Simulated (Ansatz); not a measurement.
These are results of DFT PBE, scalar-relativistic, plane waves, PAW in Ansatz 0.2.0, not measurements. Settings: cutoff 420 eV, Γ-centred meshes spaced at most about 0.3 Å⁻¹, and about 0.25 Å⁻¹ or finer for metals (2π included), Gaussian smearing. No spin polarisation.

These are static total energies at zero pressure.

**Question.** Which of these relaxed structures of Hf₄Si is the lowest in energy?
A.

Space group I4/mmm (No. 139). a = 3.469 Å, b = 3.469 Å, c = 16.952 Å, α = 90.00°, β = 90.00°, γ = 90.00°
```
atom  site  symmetry       x       y       z
  Hf    4e       4mm  0.0000  0.0000  0.1910
  Hf    4e       4mm  0.5000  0.5000  0.0838
  Si    2a     4/mmm  0.0000  0.0000  0.0000
```

B.

Space group I4/m (No. 87). a = 7.487 Å, b = 7.487 Å, c = 3.653 Å, α = 90.00°, β = 90.00°, γ = 90.00°
```json
{"atom": "Hf", "site": "8h", "symmetry": "m..", "x": "0.9134", "y": "0.2821", "z": "0.0000"}
{"atom": "Si", "site": "2b", "symmetry": "4/m..", "x": "0.0000", "y": "0.0000", "z": "0.5000"}
```

C.

Space group P4/nbm:1 (No. 125). a = 6.251 Å, b = 6.251 Å, c = 5.522 Å, α = 90.00°, β = 90.00°, γ = 90.00°
```json
{"atom": "Hf", "site": "8m", "symmetry": "..m", "x": "0.6620", "y": "0.1620", "z": "0.7476"}
{"atom": "Si", "site": "2a", "symmetry": "422", "x": "0.5000", "y": "0.5000", "z": "0.0000"}
```

D.

Space group R-3m:H (No. 166). a = 3.194 Å, b = 3.194 Å, c = 35.760 Å, α = 90.00°, β = 90.00°, γ = 120.00°
```tsv
atom	site	symmetry	x	y	z
Hf	6c	3m	0.6667	0.3333	0.7267
Hf	6c	3m	0.0000	0.0000	0.7961
Si	3a	-3m	0.0000	0.0000	0.0000
```

**Answer.** C. The next of these, A, lies 18 meV/atom higher. Counting Hf atoms around Si (those within 1.25 times the shortest such distance or 1.15 times the sum of covalent radii, 1.27 where that leaves under three; a plus sign parts nearer from farther groups): C has Si 8; A has Si 8+2; B has Si 8+4; D has Si 6. Origin: A, C and D, invented; B, invented, then shaken at random and relaxed again.

For metals, differences of a few meV/atom aren't resolved. These runs have no spin–orbit coupling, which can matter for Hf. Cells relaxed within their symmetry can be saddle points. Some candidate types were left out of the draw beforehand, so a known form may be missing.
